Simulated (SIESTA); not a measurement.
Crystal: HfC.

```
CELL_PARAMETERS angstrom
0.00000 2.32500 2.32500
2.32500 0.00000 2.32500
2.32500 2.32500 0.00000
ATOMIC_POSITIONS crystal
Hf 0.50000 0.50000 0.50000
C 0.00000 0.00000 0.00000
```

Base run:

```yaml
Program: SIESTA 5.4.2
Functional: PBE
Potentials_or_basis: PseudoDojo 0.4 standard (PBE files)
Basis: DZP (energy shift 0.002 Ry)
Grid_cutoff: 800 Ry
Energy_shift: 0.002 Ry
k_mesh: 10 × 10 × 10
Occupations: fermi-dirac, width 0.05 eV
Spin: no spin polarisation
```

Its results: band gap on the k mesh none (metal or under the smearing width); pressure 3.1 GPa.

**Question.** After a change of settings the same cell gave: band gap on the k mesh none (metal or under the smearing width); pressure 1.5 GPa. Which change was it?
A. functional from PBE to RPBE
B. basis from DZP (energy shift 0.002 Ry) to TZP (energy shift 0.002 Ry)
C. basis from DZP (energy shift 0.002 Ry) to SZ (energy shift 0.002 Ry)

**Answer.** B.

Caveats: semicore shells carry a single zeta, which can move pressures by several GPa and volumes by a few percent; the basis of atomic orbitals isn't converged, which shifts pressures, moduli and gaps.

Not every run made on this cell is shown here.
